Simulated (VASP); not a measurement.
Wanted: the native input for a VASP 6.6.1 run.

```yaml
Task: single point
Functional: PBEsol
Potentials_or_basis: VASP PAW PBE potentials, release 64 (Mg)
Cutoff: 520 eV
k_mesh: 15 × 15 × 8
Occupations: gaussian, width 0.1 eV
Spin: no spin polarisation
Dipole_correction: no
Further_INCAR_settings: ALGO = Fast; EDIFF = 1e-06; NBANDS = 9
```

The structure of Mg lies in POSCAR:

```
Mg
1.0
    3.1893627098      0.0000000000      0.0000000000
   -1.5946813549      2.7620691286      0.0000000000
    0.0000000000      0.0000000000      5.1082097201
Mg
2
Direct
    0.3333333333      0.6666666667      0.2500000000
    0.6666666667      0.3333333333      0.7500000000
```

The cell was built by a generator and needn't be a form met in nature.

One way to write it, as run:

INCAR

```
  PREC = Accurate
  ENCUT = 520
  EDIFF = 1E-6
  ISMEAR = 0
  SIGMA = 0.1
  LREAL = F
  LASPH = T
  NELM = 100
  ALGO = Fast
  ISIF = 2
  LWAVE = F
  LCHARG = F
  GGA = PS
  NBANDS = 9
```

KPOINTS

```
regular mesh
0
Gamma
  15 15 8
```

Potentials or basis: VASP PAW PBE potentials, release 64 (Mg).

The run is started by

```sh
$ cat potpaw_PBE.64/Mg/POTCAR > POTCAR
$ mpirun -np 1 vasp_std > vasp.out
```

Results of the run:

The pressure is 0.0 GPa and the band gap on the k mesh is none (metal or under the smearing width).

Caveat: the PAW data sets were made with another functional, which shifts forces and pressure a little.

Run time: 21 s on 1 thread of Intel(R) Xeon(R) Platinum 8259CL CPU @ 2.50GHz (Skylake/Cascade Lake), on a shared host, peak memory 0.19 GiB.
